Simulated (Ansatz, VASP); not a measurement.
# Two plane-wave programs on SrTiO3

```
CELL_PARAMETERS angstrom
3.93640 0.00000 0.00000
0.00000 3.93640 0.00000
0.00000 0.00000 3.93640
ATOMIC_POSITIONS crystal
Sr 0.00000 0.00000 0.00000
Ti 0.63718 0.50000 0.50000
O 0.00000 0.50000 0.50000
O 0.50000 0.00000 0.50000
O 0.50000 0.50000 0.00000
```

Alike in both runs: task single point; functional PBE; k mesh 8 × 8 × 8; occupations gaussian, width 0.05 eV; no spin polarisation.

```csv
,VASP,Ansatz
version,VASP 6.6.1,Ansatz 0.2.0
potentials or method,"VASP PAW PBE potentials, release 64 (Sr_sv, Ti_sv, O)","scalar-relativistic, plane waves, PAW"
plane-wave cutoff (eV),520,420
valence electrons in the cell,40,40
```

|  | VASP | Ansatz | Ansatz less VASP |
| --- | --- | --- | --- |
| gap on the k mesh at the Fermi level (eV) | 1.86 | 1.91 | +0.047 |
| least direct gap on the mesh (eV) | 2.56 | 2.61 | +0.043 |
| rms of the force components (eV/Å) | 8.430 | 7.499 | -0.9312 |

Atom by atom the forces differ by 0.938 eV/Å (rms over components).

Caveats: forces of over 1 eV/Å show positions far from the minimum, so gaps and moduli don't describe the material at rest. A k mesh can miss the band edges.
